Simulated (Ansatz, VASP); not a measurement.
## Pd in VASP and in Ansatz

```
Pd
1.0
     2.68828    0.00000    0.00000
     0.00000    2.68828    0.00000
     0.00000    0.00000    2.68828
Pd
1
Cartesian
  0.0000 0.0000 0.0000
```

Alike in both runs: task single point; functional r2SCAN; k mesh 14 × 14 × 14; occupations fermi-dirac, width 0.1 eV; no spin polarisation.

|  | VASP | Ansatz |
| --- | --- | --- |
| version | VASP 6.6.1 | Ansatz 0.2.0 |
| potentials or method | VASP PAW PBE potentials, release 64 (Pd) | plane waves (500 eV) with PAW, scalar-relativistic |
| plane-wave cutoff (eV) | 520 | 500 |
| valence electrons in the cell | 10 | 18 |

Ansatz gave:

```
pressure (GPa) : -11.3
```

Question: What did VASP give for the same quantities?

Answer: Pressure (GPa): -11.0.

The functional is the same, so the differences come from potentials, cutoffs and numerics. The two sets of potentials don't hold the same shells in valence.

Caveats: the PAW data sets were made with another functional, which shifts forces and pressure a little (VASP).
